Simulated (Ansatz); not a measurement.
Ga: stiffness from a series of strains

```yaml
crystal:
  lattice:
    - [2.25535, -3.82240, 0.00000]
    - [2.25535, 3.82240, 0.00000]
    - [0.00000, 0.00000, 4.51670]
  atoms:
    - { symbol: Ga, position: [0.15250, 0.84750, 0.07850] }
    - { symbol: Ga, position: [0.65250, 0.34750, 0.42150] }
    - { symbol: Ga, position: [0.84750, 0.15250, 0.92150] }
    - { symbol: Ga, position: [0.34750, 0.65250, 0.57850] }
```

Atom numbers follow the list: Ga1, Ga2, Ga3, Ga4.

The cell is COD entry 9008562, as deposited and not checked against the literature; nothing was relaxed.

These are results of DFT, PBEsol, all-electron LAPW, scalar-relativistic in Ansatz 0.2.0, not measurements.

Numerical set-up: a Γ-centred 9×9×8 k mesh, Fermi–Dirac smearing of 0.05 eV, basis error target 1 meV/atom, no spin polarisation.

The strain is applied along the Cartesian axes of the cell as listed (γ is the engineering shear, twice εxy = εyz = εzx). Fractional coordinates are held (clamped ions).

σ is the change of stress from the unstrained cell, which is at -1.17 GPa; tension is positive, so slopes are stress–strain coefficients at that pressure. In a metal the k mesh adds noise.

Only quantities that a quadratic follows smoothly over the whole series are listed; rougher ones are left out.

| γ | σxy (GPa) | σyz (GPa) |
| --- | --- | --- |
| -0.0300 | -0.95 | -1.60 |
| -0.0200 | -0.61 | -1.05 |
| -0.0100 | -0.29 | -0.52 |
| 0.0000 | 0.00 | 0.00 |
| 0.0100 | 0.29 | 0.51 |
| 0.0300 | 0.88 | 1.53 |

(1) Fit the series and read off the stiffness at zero strain.

(2) One run, at γ = 0.0200, is withheld. Predict its row.

Answers

(1) Least-squares fits y = p0 + p1 x + p2 x² to the rows give σxy (GPa): p1 = 30.3, p2 = -42; σyz (GPa): p1 = 52, p2 = -38.

(2) The fits give 0.59, 1.03; the run gave 0.59, 1.03.
